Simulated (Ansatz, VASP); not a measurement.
**Two plane-wave programs on Cu**

INCAR

```
  PREC = Accurate
  ENCUT = 520
  EDIFF = 1E-6
  ISMEAR = 0
  SIGMA = 0.15
  LREAL = F
  LASPH = T
  NELM = 100
  ALGO = Normal
  ISIF = 2
  LWAVE = F
  LCHARG = T
  GGA = PE
  LELF = T
  LVHAR = T
  NBANDS = 42
```

Contents of KPOINTS:

```
regular mesh
0
Gamma
  26 26 5
```

POSCAR

```
Cu
1.0
   -2.5680103729      0.0000000000      0.0000000000
   -1.2840051864     -2.2239622201      0.0000000000
    0.0000000000      0.0000000000     12.5805844728
Cu
6
Direct
    0.3333333333      0.3333333333      0.0833333333
    0.3333333333      0.3333333333      0.4166666667
    0.3333333333      0.3333333333      0.7500000000
    0.6666666667      0.6666666667      0.2500000000
    0.6666666667      0.6666666667      0.5833333333
    0.6666666667      0.6666666667      0.9166666667
```

Input for Ansatz:

```yaml
crystal:
  lattice:
    - [-2.5680103729, 0.0, 0.0]
    - [-1.2840051864, -2.2239622201, 0.0]
    - [0.0, 0.0, 12.5805844728]
  atoms:
    - { symbol: Cu, position: [0.3333333333, 0.3333333333, 0.0833333333] }
    - { symbol: Cu, position: [0.3333333333, 0.3333333333, 0.4166666667] }
    - { symbol: Cu, position: [0.3333333333, 0.3333333333, 0.75] }
    - { symbol: Cu, position: [0.6666666667, 0.6666666667, 0.25] }
    - { symbol: Cu, position: [0.6666666667, 0.6666666667, 0.5833333333] }
    - { symbol: Cu, position: [0.6666666667, 0.6666666667, 0.9166666667] }
basis:
  ecutwfc: 420
kpoints:
  mp_grid: { grid: [26, 26, 5] }
hamiltonian:
  xc: pbe
scf:
  occupations: { method: gaussian, width: 0.15 }
output:
  forces: true
  stress: true
  eigenvalues: true
```

Alike in both runs: task single point; functional PBE; k mesh 26 × 26 × 5; occupations gaussian, width 0.15 eV; no spin polarisation.

|  | VASP | Ansatz |
| --- | --- | --- |
| version | VASP 6.6.1 | Ansatz 0.2.0 |
| potentials or method | VASP PAW PBE potentials, release 64 (Cu) | scalar-relativistic, plane waves, PAW |
| plane-wave cutoff (eV) | 520 | 420 |
| valence electrons in the cell | 66 | 114 |

|  | VASP | Ansatz | Ansatz less VASP |
| --- | --- | --- | --- |
| gap on the k mesh at the Fermi level (eV) | none | none | - |
| pressure (GPa) | 0.4 | -0.1 | -0.50 |
| largest component of the traceless stress (GPa) | 0.52 | 0.53 | +0.008 |

A gap of «none» marks a metal or a gap that the smearing closes. The functional is the same, so the differences come from potentials, cutoffs and numerics. The two sets of potentials don't hold the same shells in valence.
